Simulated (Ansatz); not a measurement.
AlRu:

```xyz
2
Lattice="2.9916 0.0000 0.0000 0.0000 2.9916 0.0000 0.0000 0.0000 2.9916" Properties=species:S:1:pos:R:3 pbc="T T T"
Ru    1.4958    1.4958    1.4958
Al    0.0000    0.0000    0.0000
```

Base run:

```yaml
Program: Ansatz 0.2.0
Functional: PBEsol
Potentials_or_basis: all-electron LAPW, scalar-relativistic
Cutoff: 241 eV
Density_cutoff: 963 eV
Basis_error_allowed: 0.001 eV/atom
k_mesh: 9 × 9 × 9
Occupations: fermi-dirac, width 0.05 eV
Spin: no spin polarisation
```

Its results: pressure -3.4 GPa.

Problem. The run is repeated on the same cell with these changes: functional from PBEsol to PBE. What comes out?

Solution. Pressure 2.5 GPa.

PBE binds less tightly than PBEsol, so the same cell stands under more pressure.

Not every run made on this cell is shown here.
